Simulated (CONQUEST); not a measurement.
# HfN under changes of volume

One of the cells (11.712 Å³/atom); the others are scaled copies at fixed shape and fractional positions:

```
CELL_PARAMETERS angstrom
3.21160 0.00000 0.00000
0.00000 3.21160 0.00000
0.00000 0.00000 4.54188
ATOMIC_POSITIONS crystal
Hf 0.00000 0.00000 0.00000
Hf 0.50000 0.50000 0.50000
N 0.00000 0.00000 0.50000
N 0.50000 0.50000 0.00000
```

```yaml
Program: CONQUEST 1.3
Functional: PBE
Potentials_or_basis: PseudoDojo NC PBE, DZ, grid of 36 × 36 × 48 points
k_mesh: 8 × 8 × 6
Occupations: fermi-dirac, width 0.05 eV
Spin: no spin polarisation
```

```tsv
volume (Å³/atom)	energy over the lowest point (meV/atom)	pressure (GPa)
10.793	78.30	28.8
11.023	42.39	21.3
11.252	?	?
11.712	0.00	0.7
11.941	2.53	-4.3
12.171	12.48	-9.5
```

Question: What does the run at 11.252 Å³/atom give?

Answer: Energy over the lowest point 18.08 meV/atom; pressure 12.9 GPa.

Worked out: A Birch-Murnaghan fit of order 3 (a polynomial in V^(-2/3)) to the other rows has its minimum at 11.74 Å³/atom with B0 = V·E''(V) = 272 GPa and B' = 6.1. It gives 18.49 meV/atom at 11.252 Å³/atom, against the run's 18.08, and -dE/dV = 13.0 GPa, against 12.9.

Energies are extrapolated to zero smearing.

Caveats: the atomic basis is small; the basis of atomic orbitals isn't converged, which shifts pressures, moduli and gaps; the real-space grid breaks the cell's symmetry a little.
